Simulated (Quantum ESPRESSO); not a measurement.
W: equation of state with AM05

Crystal: W.

```xyz
1
Lattice="-1.5823 1.5823 1.5823 1.5823 -1.5823 1.5823 1.5823 1.5823 -1.5823" Properties=species:S:1:pos:R:3 pbc="T T T"
W     0.0000    0.0000    0.0000
```

```yaml
Program: Quantum ESPRESSO 7.5
Task: equation of state
Functional: AM05
Potentials_or_basis: PseudoDojo 0.4.1 SR PBE standard
Cutoff: 1007 eV
Density_cutoff: 4027 eV
k_mesh: 12 × 12 × 12
Occupations: fermi-dirac, width 0.05 eV
Spin: no spin polarisation
Mixing_beta: 0.5
Most_SCF_iterations: 120
SCF_threshold: 2e-10 Ry
```

```
Equilibrium volume                      : 15.68 Å³/atom
Bulk modulus                            : 319 GPa
Pressure derivative of the bulk modulus : 3.8
```

Energy against volume, from the lowest point:
```csv
volume (Å³/atom),energy (meV/atom)
14.897,40.50
15.214,12.91
15.531,0.00
15.848,0.43
16.165,12.96
16.482,36.50
16.798,70.01
```

All runs of the series together: 110 s on 1 thread of Arm Neoverse V1, on a shared host.

Caveat: the potentials were made for another functional, which shifts forces and pressure. Spin-orbit coupling is left out, which matters for the levels of W.
